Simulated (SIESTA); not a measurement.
Crystal: MnO.

```xyz
2
Lattice="0.0000 2.2239 2.2239 2.2239 0.0000 2.2239 2.2239 2.2239 0.0000" Properties=species:S:1:pos:R:3 pbc="T T T"
Mn    0.0000    0.0000    0.0000
O     2.2239    2.2239    2.2239
```

The cell is a database's computed one.

Base run:

* Program: SIESTA 5.4.2
* Functional: PBE
* Potentials or basis: PseudoDojo 0.4 standard (PBE files)
* Basis: DZP (energy shift 0.003 Ry; two zetas on semicore shells)
* Grid cutoff: 800 Ry
* Energy shift: 0.003 Ry
* k mesh: 7 × 7 × 7
* Occupations: fermi-dirac, width 0.05 eV
* Spin: collinear spin, ferromagnetic start
* Starting moments: [4.0, 0.0] μB

Its results: band gap on the k mesh none (metal or under the smearing width); pressure 1.3 GPa; net moment 4.82 μB per cell; site moments Mn +4.64; O +0.17 μB.

Question: After a change of settings the same cell gave: band gap on the k mesh none (metal or under the smearing width); pressure -7.4 GPa; net moment 4.54 μB per cell; site moments Mn +4.28; O +0.26 μB. Which change was it?
A. basis from DZP (energy shift 0.003 Ry; two zetas on semicore shells) to SZ (energy shift 0.003 Ry)
B. basis from DZP (energy shift 0.003 Ry; two zetas on semicore shells) to DZDP (energy shift 0.003 Ry; two zetas on semicore shells)
C. k mesh from 7 × 7 × 7 to 10 × 10 × 10
D. basis from DZP (energy shift 0.003 Ry; two zetas on semicore shells) to DZ (energy shift 0.003 Ry; two zetas on semicore shells)

Answer: A.

Caveats: short orbitals over semicore shells can move pressures by several GPa; the basis of atomic orbitals isn't converged, which shifts pressures, moduli and gaps; a cell with one magnetic atom can't hold antiferromagnetic order, which such compounds often take; semilocal functionals often make such compounds metallic where correlation or magnetic order opens a gap, which also shifts bond lengths; the basis has no polarisation orbitals (some runs).
